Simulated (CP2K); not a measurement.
Runs of CP2K 2026.2 on Pd. The structure is cubic, space group Fm-3m (No. 225). Conventional cell: a = 3.893 Å, b = 3.893 Å, c = 3.893 Å, α = 90.00°, β = 90.00°, γ = 90.00°. Pd (site symmetry m-3m) has 12 Pd at 2.75 Å as nearest neighbours. 

| level | cutoff of the non-local correlation (Ry) | gap on the mesh (eV) | pressure (GPa) |
| --- | --- | --- | --- |
| WC | - | none | 0.5 |
| vdW-DF2 | 300 | none | 27.5 |
| rev-vdW-DF2 | 300 | none | (b) |
| r2SCAN | - | none | 3.4 |
| PBEsol | - | none | -1.0 |
| PBE | - | none | (a) |
| LDA | - | none | -6.9 |

Alike in all rows: task atomic charges; potentials or basis POTENTIAL_UZH Pd GTH-PBE-q18; TZVP-MOLOPT-PBE-GTH basis; no spin polarisation; cell as given; k mesh 12 × 12 × 12; smearing fermi-dirac 0.05 eV.

Q: Fill in the values left out.

A: (a) 9.0; (b) 4.8.

Caveats: the basis of atomic orbitals isn't converged, which shifts pressures, moduli and gaps; the potentials were made for another functional, which shifts forces and pressure (some runs).

A k mesh can miss the band edges, and the runs leave out spin-orbit coupling on Pd.

A gap of «none» marks a metal or a gap under the smearing width.
